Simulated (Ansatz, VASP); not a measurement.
## Ge: VASP beside Ansatz

INCAR

```
SYSTEM = Ge
  PREC = Accurate
  ENCUT = 520
  EDIFF = 1E-6
  ISMEAR = -1
  SIGMA = 0.05
  LREAL = .FALSE.
  LASPH = .TRUE.
  NELM = 100
  ALGO = Normal
  ISIF = 2
  LWAVE = .FALSE.
  LCHARG = .FALSE.
  GGA = PE
  NBANDS = 13
```

Contents of KPOINTS:

```
Automatic mesh
0
G
  12 12 12
  0 0 0
```

File POSCAR:

```
Ge
1.0
   -1.6190720985      1.6190720985      1.8855855271
    1.6190720985     -1.6190720985      1.8855855271
    1.6190720985      1.6190720985     -1.8855855271
Ge
1
Direct
    0.5000000000      0.5000000000      0.0000000000
```

The input input.yaml:

```yaml
crystal:
  lattice:
    - [-1.6190720985, 1.6190720985, 1.8855855271]
    - [1.6190720985, -1.6190720985, 1.8855855271]
    - [1.6190720985, 1.6190720985, -1.8855855271]
  atoms:
    - { symbol: Ge, position: [0.5, 0.5, 0.0] }
hamiltonian:
  xc: pbe
  pseudopotentials: { kind: paw, azcp: { folder: soft_1 } }
kpoints:
  mp_grid: { grid: [12, 12, 12] }
scf:
  occupations: { method: fermi_dirac, width: 0.05 }
output:
  forces: true
  stress: true
  eigenvalues: true
```

The cell was built by a generator and needn't be a form met in nature.

Alike in both runs: task single point; functional PBE; k mesh 12 × 12 × 12; occupations fermi-dirac, width 0.05 eV; no spin polarisation.

|  | VASP | Ansatz |
| --- | --- | --- |
| version | VASP 6.6.1 | Ansatz 0.2.0 |
| potentials or method | VASP PAW PBE potentials, release 64 (Ge_d) | Ansatz PAW soft_1 |
| plane-wave cutoff (eV) | 520 | 420 |
| valence electrons in the cell | 14 | 14 |

|  | VASP | Ansatz | Ansatz less VASP |
| --- | --- | --- | --- |
| gap on the k mesh at the Fermi level (eV) | none | none | - |
| pressure (GPa) | -0.7 | -0.5 | +0.11 |
| largest component of the traceless stress (GPa) | 0.54 | 0.54 | -0.003 |

A gap of «none» marks a metal or a gap that the smearing closes.
